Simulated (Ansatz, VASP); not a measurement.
**MgS in VASP and in Ansatz**

File INCAR:

```
  ALGO = Normal
  EDIFF = 1E-7
  ENCUT = 520
  GGA = PE
  ISIF = 2
  ISMEAR = -1
  LASPH = True
  LCHARG = True
  LELF = True
  LREAL = False
  LVHAR = True
  LWAVE = False
  NBANDS = 11
  NELM = 80
  PREC = Accurate
  SIGMA = 0.02
```

Contents of KPOINTS:

```
k-points
0
Gamma
  8 8 8
```

POSCAR

```
MgS
1.0
    0.0000000000      2.5931930799      2.5931930799
    2.5931930799      0.0000000000      2.5931930799
    2.5931930799      2.5931930799      0.0000000000
Mg S
1 1
Direct
    0.0000000000      0.0000000000      0.0000000000
    0.5000000000      0.5000000000      0.5000000000
```

Input for Ansatz:

```yaml
crystal:
  lattice:
    - [0.0, 2.5931930799, 2.5931930799]
    - [2.5931930799, 0.0, 2.5931930799]
    - [2.5931930799, 2.5931930799, 0.0]
  atoms:
    - { symbol: Mg, position: [0.0, 0.0, 0.0] }
    - { symbol: S, position: [0.5, 0.5, 0.5] }
kpoints:
  mp_grid: { grid: [8, 8, 8] }
  band_path:
    path:
      - [0.0, 0.0, 0.0]
      - [0.5, 0.0, 0.5]
      - [0.625, 0.25, 0.625]
      - [0.375, 0.375, 0.75]
      - [0.5, 0.5, 0.5]
      - [0.5, 0.25, 0.75]
    npoints: 1
hamiltonian:
  xc: pbe
scf:
  occupations: { method: fermi_dirac, width: 0.02 }
  n_extra_bands: 4
output:
  forces: true
  stress: true
  eigenvalues: true
  write_density: true
  write_potential: true
  elf: true
  volumetric_format: npy
```

Change from the starting cell: hydrostatic strain -0.3%.

Alike in both runs: task single point; functional PBE; k mesh 8 × 8 × 8; occupations fermi-dirac, width 0.02 eV; no spin polarisation.

```csv
,VASP,Ansatz
version,VASP 6.6.1,Ansatz 0.2.0
potentials or method,"VASP PAW PBE potentials, release 64 (Mg, S)","plane waves, PAW"
plane-wave cutoff (eV),520,420
valence electrons in the cell,8,16
```

VASP gave:

```
gap on the k mesh at the Fermi level (eV) : 2.80
pressure (GPa)                            : 1.6
```

Question: What did Ansatz give for the same quantities?

Answer: gap on the k mesh at the Fermi level (eV): 2.81; pressure (GPa): 1.9.

The two sets of potentials don't hold the same shells in valence.

A k mesh can miss the band edges.
